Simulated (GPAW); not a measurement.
WS2, 3 atoms in the cell. The cell holds a slab with vacuum, 3 atoms: a = 3.184 Å, b = 3.184 Å, c = 16.951 Å, α = 90.00°, β = 90.00°, γ = 120.00°. 

```yaml
Program: GPAW 26.7.0
Task: single point
Functional: PBE
Potentials_or_basis: GPAW PAW data sets (gpaw-data 1.2.1)
Cutoff: 450 eV
Basis: pw
k_mesh: 8 × 8 × 2
Occupations: fermi-dirac, width 0.05 eV
Spin: no spin polarisation
Maxiter: 120
Convergence: default
```

Potentials or basis: GPAW PAW data sets (gpaw-data 1.2.1), pw.

Command:

```sh
$ OMP_NUM_THREADS=1 python run.py
```

Hardware: 1 thread of Intel(R) Xeon(R) Platinum 8259CL CPU @ 2.50GHz (Skylake/Cascade Lake), on a shared host.

Question: Estimate the wall time of this run.

Answer: It took 26 s on 1 thread of Intel(R) Xeon(R) Platinum 8259CL CPU @ 2.50GHz (Skylake/Cascade Lake), with other jobs on the host, peak memory 0.2 GiB. Counts: scf iterations 12, plane waves 3287, bands 25, k points 20.
